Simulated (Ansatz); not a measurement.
Structure types of NbAs were relaxed at one common pressure (all-electron LAPW in Ansatz 0.2.0 under PBE, scalar-relativistic, no spin polarisation, zero temperature). They take these volumes:

| type | space group | V (Å³/atom) |
| --- | --- | --- |
| rocksalt | Fm-3m | 16.66 |
| CsCl | Pm-3m | 15.30 |
| zincblende | F-43m | 21.42 |
| distorted wurtzite | P6_3mc | 16.76 |
| distorted anti NiAs | P6_3/mmc | 16.31 |

Q: At about which pressure, and is the densest type also the lowest in enthalpy?

A: 17 GPa. The densest is CsCl, and it is also the lowest in enthalpy among these.
